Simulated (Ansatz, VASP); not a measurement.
One calculation of KF, two programs

```xyz
2
Lattice="3.1306 0.0000 0.0000 0.0000 3.1306 0.0000 0.0000 0.0000 3.1306" Properties=species:S:1:pos:R:3 pbc="T T T"
K     0.0000    0.0000    0.0000
F     1.5653    1.5653    1.5653
```

Change from the starting cell: hydrostatic strain -1.5%.

Alike in both runs: task single point; functional PBE; k mesh 8 × 8 × 8; occupations fermi-dirac, width 0.02 eV; no spin polarisation.

```csv
,VASP,Ansatz
version,VASP 6.6.1,Ansatz 0.2.0
potentials or method,"VASP PAW PBE potentials, release 64 (K_sv, F)","plane waves, PAW"
plane-wave cutoff (eV),520,420
valence electrons in the cell,16,16
```

|  | VASP | Ansatz | Ansatz less VASP |
| --- | --- | --- | --- |
| gap on the k mesh at the Fermi level (eV) | 7.16 | 7.18 | +0.020 |
| pressure (GPa) | 5.4 | 5.3 | -0.12 |

A k mesh can miss the band edges.
